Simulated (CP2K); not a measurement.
Runs of CP2K 2026.2 on AlO. The structure is cubic, space group Pm-3m (No. 221). The conventional cell has a = 2.769 Å, b = 2.769 Å, c = 2.769 Å, α = 90.00°, β = 90.00°, γ = 90.00°. Al (site symmetry m-3m) has 8 O at 2.40 Å as nearest neighbours. Around O (site symmetry m-3m) lie 8 Al at 2.40 Å. The cell was built by a generator and needn't be a form met in nature.

| task | level | potentials or basis | NGRIDS | D3 from the s-dftd3 library (D3_REFERENCE_CODE) | cutoff radius of the dispersion sum (A) | points a segment of the path (NPOINTS) | bands added on the path | gap on the mesh (eV) | pressure (GPa) |
| --- | --- | --- | --- | --- | --- | --- | --- | --- | --- |
| single point | RPBE+D3(BJ)+ATM | POTENTIAL_UZH Al GTH-PBE-q3, O GTH-PBE-q6; TZVP-MOLOPT-PBE-GTH basis | 4 | yes | 20 | - | - | none | -15.7 |
| band structure | LDA | GTH_POTENTIALS Al GTH-PADE-q3, O GTH-PADE-q6; TZVP-MOLOPT-PBE-GTH basis | 5 | - | - | 8 | 4 | none | (b) |
| single point | RPBE+D3(BJ) | POTENTIAL_UZH Al GTH-PBE-q3, O GTH-PBE-q6; TZVP-MOLOPT-PBE-GTH basis | 4 | yes | 20 | - | - | none | -16.0 |
| single point | RPBE+D4 | POTENTIAL_UZH Al GTH-PBE-q3, O GTH-PBE-q6; TZVP-MOLOPT-PBE-GTH basis | 4 | - | 20 | - | - | none | -5.0 |
| single point | RPBE | POTENTIAL_UZH Al GTH-PBE-q3, O GTH-PBE-q6; TZVP-MOLOPT-PBE-GTH basis | 4 | - | - | - | - | none | (a) |

Alike in all rows: no spin polarisation; cell as given; k mesh 10 × 10 × 10; smearing fermi-dirac 0.05 eV.

Q: Estimate the missing entries.

A: (a) 1.6; (b) -7.7.

Caveats: the basis of atomic orbitals isn't converged, which shifts pressures, moduli and gaps; an odd number of electrons without spin polarisation forces a metal; a magnetic or distorted state may lie lower; the potentials were made for another functional, which shifts forces and pressure (some runs); pairwise dispersion overbinds metals, which lowers pressure and volume (some runs).

A k mesh can miss the band edges.

A gap of «none» marks a metal or a gap under the smearing width.

Not every run made on this cell is shown here.
